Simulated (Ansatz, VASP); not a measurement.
## AlN in VASP and in Ansatz

The input INCAR:

```
  ALGO = Normal
  EDIFF = 1E-6
  EDIFFG = -0.01
  ENCUT = 600
  GGA = PS
  IBRION = 2
  ISIF = 3
  ISMEAR = 0
  LASPH = True
  LCHARG = False
  LREAL = False
  LWAVE = False
  NELM = 100
  NSW = 80
  PREC = Accurate
  SIGMA = 0.05
```

The input KPOINTS:

```
k-points
0
Gamma
  10 10 6
```

The input POSCAR:

```
AlN
1.0
    3.1130000000      0.0000000000      0.0000000000
   -1.5565000000      2.6959370820      0.0000000000
    0.0000000000      0.0000000000      4.9810000000
Al N
2 2
Direct
    0.3333333333      0.6666666667      0.0000000000
    0.6666666667      0.3333333333      0.5000000000
    0.3333333333      0.6666666667      0.3800000000
    0.6666666667      0.3333333333      0.8800000000
```

Input for Ansatz:

```yaml
crystal:
  lattice:
    - [3.113, 0.0, 0.0]
    - [-1.5565, 2.695937082, 0.0]
    - [0.0, 0.0, 4.981]
  atoms:
    - { symbol: Al, position: [0.3333333333, 0.6666666667, 0.0] }
    - { symbol: Al, position: [0.6666666667, 0.3333333333, 0.5] }
    - { symbol: "N", position: [0.3333333333, 0.6666666667, 0.38] }
    - { symbol: "N", position: [0.6666666667, 0.3333333333, 0.88] }
basis:
  ecutwfc: 420
  ecutrho_ratio: 4
kpoints:
  mp_grid: { grid: [10, 10, 6] }
hamiltonian:
  xc: pbesol
scf:
  occupations: { method: gaussian, width: 0.05 }
output:
  forces: true
  stress: true
  eigenvalues: true
relax:
  f_tol: 0.01
  max_steps: 60
  cell: { stress_tol: 0.04 }
```

Alike in both runs: task relaxation of cell and atoms; functional PBEsol; k mesh 10 × 10 × 6; occupations gaussian, width 0.05 eV; no spin polarisation.

```csv
,VASP,Ansatz
version,VASP 6.6.1,Ansatz 0.2.0
potentials or method,"VASP PAW PBE potentials, release 64 (Al, N)","scalar-relativistic, plane waves, PAW"
plane-wave cutoff (eV),600,420
valence electrons in the cell,16,16
```

|  | VASP | Ansatz | Ansatz less VASP |
| --- | --- | --- | --- |
| gap on the k mesh at the Fermi level, each at its own relaxed structure (eV) | 4.12 | 4.09 | -0.027 |
| relaxed volume (Å³/atom) | 10.45 | 10.46 | +0.013 |
| relaxed cell length with the largest relative difference (Å) | 4.981 | 4.983 | +0.0025 |

Caveats: the PAW data sets were made with another functional, which shifts forces and pressure a little (VASP). A k mesh can miss the band edges.
